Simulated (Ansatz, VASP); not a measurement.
# Cross-check of Ga3H2N3 (armchair GaN ribbon N=6 H edges) between VASP and Ansatz

Aim: how closely do two programs agree when they are given the same cell, functional and k mesh? The structure shown is the start of the Ansatz relaxation below; VASP solves that cell, so the two are compared at the walk's first step.

Main program and level: Ansatz 0.2.0; plane waves, with VASP 6.6.1 beside it; single point at PBE.

### 1. Set-up

The cell holds 16 atoms: 6 Ga, 6 N and 4 H. Its edges and angles: a = 17.661 Å, b = 7.000 Å, c = 5.550 Å, α = 90.0°, β = 90.0°, γ = 90.0°. Vacuum lies along a and b. The structure's axis is c.

Coordinates:

```xyz
16
Lattice="17.6610 0.0000 0.0000 0.0000 7.0000 0.0000 0.0000 0.0000 5.5500" Properties=species:S:1:pos:R:3
Ga    4.8250    3.5000    0.0000
Ga    8.0293    3.5000    0.0000
Ga   11.2336    3.5000    0.0000
Ga    6.4272    3.5000    2.7750
Ga    9.6315    3.5000    2.7750
Ga   12.8358    3.5000    2.7750
N     4.8250    3.5000    1.8500
N     8.0293    3.5000    1.8500
N    11.2336    3.5000    1.8500
N     6.4272    3.5000    4.6250
N     9.6315    3.5000    4.6250
N    12.8358    3.5000    4.6250
H    14.1608    3.5000    2.0100
H     3.9417    3.5000    2.3600
H     3.5000    3.5000    4.7850
H    13.7191    3.5000    5.1350
```

### 2. Ansatz: relaxation, PBE

Ansatz runs on its default PAW (the set named soft_2) files.

The two programs are compared at the cell with which this relaxation starts, whose forces are those of its first step.

Contents of input.yaml:

```yaml
crystal:
  lattice:
    - [17.661, 0.0, 0.0]
    - [0.0, 7.0, 0.0]
    - [0.0, 0.0, 5.55]
  atoms:
    - { symbol: Ga, position: [0.273201906, 0.5, 0.0] }
    - { symbol: Ga, position: [0.454635234, 0.5, 0.0] }
    - { symbol: Ga, position: [0.636068561, 0.5, 0.0] }
    - { symbol: "N", position: [0.273201906, 0.5, 0.333333333] }
    - { symbol: "N", position: [0.454635234, 0.5, 0.333333333] }
    - { symbol: "N", position: [0.636068561, 0.5, 0.333333333] }
    - { symbol: H, position: [0.801810357, 0.5, 0.362162162] }
    - { symbol: H, position: [0.223185151, 0.5, 0.425225225] }
    - { symbol: Ga, position: [0.36391857, 0.5, 0.5] }
    - { symbol: Ga, position: [0.545351897, 0.5, 0.5] }
    - { symbol: Ga, position: [0.726785225, 0.5, 0.5] }
    - { symbol: "N", position: [0.36391857, 0.5, 0.833333333] }
    - { symbol: "N", position: [0.545351897, 0.5, 0.833333333] }
    - { symbol: "N", position: [0.726785225, 0.5, 0.833333333] }
    - { symbol: H, position: [0.198176774, 0.5, 0.862162162] }
    - { symbol: H, position: [0.77680198, 0.5, 0.925225225] }
kpoints:
  mp_grid: { grid: [1, 1, 15] }
scf:
  occupations: { method: fermi_dirac, width: 0.05 }
hamiltonian:
  xc: pbe
relax:
  cell: { fix: [a, b, alpha, beta, gamma] }
  max_steps: 45
  f_tol: 0.03
```

Run with:

```bash
> ansatz run input.yaml --threads 4 --pin off --max-ram 16384MiB --backend cpu --events-out ev --progress --plain --runs-dir out
```

Numbers of over 12 decimals in the logs are rounded to 6 here.

The program printed:

```text
Engine: ansatz 0.2.0, aarch64-unknown-linux-gnu
Pseudopotentials: kind: paw
Pseudopotential: Ga, paw, valence charge 13, recommended cutoff 420 eV (normal), Ga.paw.azcp
Pseudopotential: N, paw, valence charge 5, recommended cutoff 420 eV (normal), N.paw.azcp
Pseudopotential: H, paw, valence charge 1, recommended cutoff 420 eV (normal), H.paw.azcp
Functional definition: PBE
  parameter kappa = 0.804
  parameter beta = 0.066725
  exchange = pbe_x(kappa = kappa, mu = beta*pi^2/3)
  correlation = pbe_c(beta = beta)
Crystal: 16 atoms, lattice volume = 686.130 Å³
Basis set: ecut = 420 eV, 13351 PW (Γ), exchange–correlation on 240×96×80 points (8 copies of the dense FFT grid, shifted against one another)
Bands: 72, of which v1, the nominal top of the filled ones, is band 56 counted from 1 (55 counted from 0)
Symmetry: 4 space group operations
Space group: Pmc21 (ITA 26), of the structure as read, at distance tolerance 8.8e-5 Å
k-points: 8 of 15 (time reversal used)
Non-local potential: Ga, projectors of the file, l = 0: 2, l = 1: 2, l = 2: 3, l = 3: 1
Non-local potential: N, projectors of the file, l = 0: 2, l = 1: 2, l = 2: 1
Non-local potential: H, projectors of the file, l = 0: 2, l = 1: 1
PAW form: soft (Blöchl's): semilocal exchange-correlation on the pseudo side does not see the compensation charge
PAW one-centre angular grid: Ga, 590 points (default); XC on 64 Gauss nodes
PAW one-centre angular grid: N, 110 points (default); XC on 64 Gauss nodes
PAW one-centre angular grid: H, 110 points (default); XC on 64 Gauss nodes
Initial density: superposition of atomic densities (neutral atoms: chi_scale 0, normalization atom), corrected by the library's trained network
Initial wavefunctions: pseudopotential atomic-orbital guess
Functional: x = pbe(κ = 0.804, μ = 0.219515), c = pbe(β = 0.066725)
SCF iter   1: F=—  HF=-25066.427233 eV  |F-HF|=—  |Δ(HF+E_count)|=         —  Δρ=2.11e-3  dr2=2.18e-2  ethr=1.77e-3  ⟨swp⟩=6.2  Hψ=2517  notcnv=0  defer=8
preconditioner: auto → Resta (q_TF=auto, 2.017 Å⁻¹)  ε∞=2.0  [insulator: Δε(μ)=2.678 eV  Ē_g=14.836 eV  σ=0.050 eV  W_gap=1.00  n_scr=88 (ndim 8)  ℏωp=15.0 eV  f_vac=0.644  D(μ)=0.00/eV (n_scr^D=0)  ε∞_Penn≈2.0  vacuum switching on, ρ_ref=1.6e-2 e/Å³]
SCF iter   2: F=—  HF=-25066.438324 eV  |F-HF|=—  |Δ(HF+E_count)|=   1.11e-2  Δρ=9.24e-4  dr2=4.85e-3  ethr=1.95e-5  ⟨swp⟩=2.0  Hψ=887  notcnv=0  defer=65
SCF iter   3: F=—  HF=-25066.442499 eV  |F-HF|=—  |Δ(HF+E_count)|=   4.18e-3  Δρ=5.13e-4  dr2=1.39e-3  ethr=4.33e-6  ⟨swp⟩=2.0  Hψ=782  notcnv=0  defer=65
SCF iter   4: F=—  HF=-25066.443140 eV  |F-HF|=—  |Δ(HF+E_count)|=   6.40e-4  Δρ=1.14e-4  dr2=1.01e-4  ethr=1.24e-6  ⟨swp⟩=2.2  Hψ=1022  notcnv=0  defer=65
SCF iter   5: F=—  HF=-25066.443149 eV  |F-HF|=—  |Δ(HF+E_count)|=   9.19e-6  Δρ=6.57e-5  dr2=3.28e-5  ethr=8.98e-8  ⟨swp⟩=2.0  Hψ=959  notcnv=0  defer=65
SCF iter   6: F=—  HF=-25066.443049 eV  |F-HF|=—  |Δ(HF+E_count)|=   1.00e-4  Δρ=1.81e-5  dr2=1.94e-6  ethr=2.93e-8  ⟨swp⟩=2.0  Hψ=724  notcnv=0  defer=65
SCF iter   7: F=—  HF=-25066.443051 eV  |F-HF|=—  |Δ(HF+E_count)|=   2.76e-6  Δρ=9.22e-6  dr2=5.33e-7  ethr=1.73e-9  ⟨swp⟩=2.0  Hψ=959  notcnv=0  defer=65
SCF iter   8: F=-25066.443051 eV  HF=-25066.443051 eV  |F-HF|=3.63e-8  |Δ(HF+E_count)|=   1.54e-7  Δρ=1.86e-6  dr2=2.10e-8  ethr=8.93e-11  ⟨swp⟩=3.0  Hψ=2106  notcnv=0
SCF 1 converged in 8 iterations: F = -25066.443051 eV  dr2 = 2.10e-8
  greatest PAW one-centre occupation: 0.996 electrons in one spin orbital (limit 2), on the Ga atom at site 0 (counted from 0), in its partial waves of l = 2
relax step   1: F+E_penalty+E_count = -25066.44305147 eV  Δ(F+E_penalty+E_count) = +0.000e0 eV  max|allowed force component| = 5.291e-1 eV/Å  Δτ_max = 0.0000 Å  P = +0.151 GPa  Ω = 686.130 Å³  fix = [a, b, alpha, beta, gamma]  reactions: a +0.121, b +0.194 GPa  (8 SCF iters, dr2 threshold 1.00e-7 eV, accepted)
[...]
relax step   3: F+E_penalty+E_count = -25066.53624137 eV  Δ(F+E_penalty+E_count) = -9.430e-3 eV  max|allowed force component| = 5.810e-2 eV/Å  Δτ_max = 0.0265 Å  P = +0.060 GPa  Ω = 688.724 Å³  energy of the carried Pulay correction = -1.737e-3 eV  fix = [a, b, alpha, beta, gamma]  reactions: a +0.024, b +0.191 GPa  (6 SCF iters, dr2 threshold 1.60e-6 eV, accepted)
[...]
relax step   4: F+E_penalty+E_count = -25066.53660332 eV  Δ(F+E_penalty+E_count) = -3.619e-4 eV  max|allowed force component| = 1.552e-2 eV/Å  Δτ_max = 0.0064 Å  P = +0.063 GPa  Ω = 688.897 Å³  energy of the carried Pulay correction = -1.853e-3 eV  fix = [a, b, alpha, beta, gamma]  reactions: a +0.002, b +0.191 GPa  (5 SCF iters, dr2 threshold 2.11e-7 eV, accepted)
[...]
relax step   5: F+E_penalty+E_count = -25066.53854856 eV  Δ(F+E_penalty+E_count) = -1.945e-3 eV  max|allowed force component| = 1.571e-2 eV/Å  Δτ_max = 0.0000 Å  P = +0.066 GPa  Ω = 688.897 Å³  fix = [a, b, alpha, beta, gamma]  reactions: a -0.001, b +0.203 GPa  stress off target by 3.74e-3 GPa on what of the cell is left free  SCF on the basis re-selected at this cell (its energy is not comparable with the rows above)  (7 SCF iters)
basis re-selected at this cell: Δ(F+E_penalty+E_count) = -1.945e-3 eV, ΔP = +0.003 GPa vs the last step (what re-selecting the basis moved, of the pressure what is left beyond the Pulay correction that the steps carried, after the strain that the cell walked since its last selection, with what the two solves' SCF thresholds leave and, on support functions, any second-order correction that the steps lacked; it is no m [...]
SCF converged after 7 iterations
Free energy (F): -25066.538549 eV
Harris-Foulkes:  -25066.538549 eV  (|F-HF|=5.97e-10)
Internal energy: -25066.538549 eV  (E = F + TS)
E sigma→0 (E₀):  -25066.538549 eV
Fermi energy:    -0.954661 eV
--- Per-component energies (eV) ---
  E_band       = -1327.113110
  E_kinetic    = 1522.908185
  E_local      = -40896.264578  (includes V_loc(G=0)·N_el)
  E_nonlocal   = 2840.300471
  E_hartree    = 19323.564464
  E_xc         = -801.562605
  E_vxc        = -839.863751  (∫ρ·V_xc dr)
  E_paw        = -12709.490356  (= ΣΔE_a)
  E_vpaw       = -2601.317272  (= ΣTr[D̂ρ^β])
  E_aug_tail   = -0.005256  (compensation charges beyond the density's cutoff)
  E_ewald      = 5654.011127
  E_smearing   = -0.000000  (= −TS)
  E_closure    = 0.000000  (closes the sum)
  Σ components = -25066.538549   (vs F -25066.538549, Δ=0.00e0)
--- Forces (eV/Å), atoms counted from 1 ---
  atom   1  Ga    -0.01022964     0.00000000     0.00116192
  atom   2  Ga    -0.00160662     0.00000000     0.00149483
  atom   3  Ga     0.00499902     0.00000000    -0.00368406
  atom   4  N      0.00006002     0.00000000     0.01570723
  atom   5  N      0.00466936     0.00000000    -0.00060605
  atom   6  N     -0.00367695     0.00000000    -0.00272049
  atom   7  H     -0.00227524     0.00000000     0.00209872
  atom   8  H      0.00630573     0.00000000    -0.01345245
  atom   9  Ga    -0.00499902     0.00000000    -0.00368406
  atom  10  Ga     0.00160662     0.00000000     0.00149483
  atom  11  Ga     0.01022964     0.00000000     0.00116192
  atom  12  N      0.00367695     0.00000000    -0.00272049
  atom  13  N     -0.00466936     0.00000000    -0.00060605
  atom  14  N     -0.00006002     0.00000000     0.01570723
  atom  15  H      0.00227524     0.00000000     0.00209872
  atom  16  H     -0.00630573     0.00000000    -0.01345245
  max |Σ_I F_I| component: 7.34e-7 eV/Å
--- Stress (GPa, compression-positive) ---
       -0.001341       0.000000       0.000000
        0.000000       0.202781       0.000000
        0.000000       0.000000      -0.003739
  P = ⅓ Tr σ = 0.0659 GPa (0.659 kbar)
--- Relaxed structure (4 steps of the walk, 4 accepted, 1 SCFs on fresh bases) ---
  F+E_penalty+E_count = -25066.53854856 eV   max|allowed force component| = 1.571e-2 eV/Å   (the final SCF, on the basis selected at the relaxed cell)
  cell:  # Å, volume = 688.8965 Å³
    - [17.661, 0.0, 0.0]
    - [0.0, 7.0, 0.0]
    - [0.0, 0.0, 5.572379]
  atoms:
    - { symbol: Ga, position: [0.271145, 0.5, -0.00270922] }
    - { symbol: Ga, position: [0.454069, 0.5, 0.00448514] }
    - { symbol: Ga, position: [0.635437, 0.5, 0.00519337] }
    - { symbol: N, position: [0.276903, 0.5, 0.325718] }
    - { symbol: N, position: [0.455098, 0.5, 0.337397] }
    - { symbol: N, position: [0.636969, 0.5, 0.337657] }
    - { symbol: H, position: [0.805702, 0.5, 0.360730] }
    - { symbol: H, position: [0.227276, 0.5, 0.418916] }
    - { symbol: Ga, position: [0.364550, 0.5, 0.505193] }
    - { symbol: Ga, position: [0.545918, 0.5, 0.504485] }
    - { symbol: Ga, position: [0.728842, 0.5, 0.497291] }
    - { symbol: N, position: [0.363019, 0.5, 0.837657] }
    - { symbol: N, position: [0.544889, 0.5, 0.837397] }
    - { symbol: N, position: [0.723085, 0.5, 0.825718] }
    - { symbol: H, position: [0.194285, 0.5, 0.860730] }
    - { symbol: H, position: [0.772711, 0.5, 0.918916] }
```

In the SCF lines HF is the Harris–Foulkes energy and dr2 the Hartree energy of the density residual, in eV; the loop may stop once dr2 is under the threshold and the program's other checks hold. Hψ counts applications of the Hamiltonian.

(Part 1 of 2 ends here.)

[Lines on the potential files, build, host, timing and source positions are cut from VASP's logs without a mark.]

[Logs are printed without paths, hosts, clocks, repeated set-up lines and the standing remarks that a program may print on its own settings, such as how far it seeks lower states.]

[Hosts, paths, dates, database ids (printed as entryN), source tags and the programs' standing remarks are cut or masked in the printed files.]
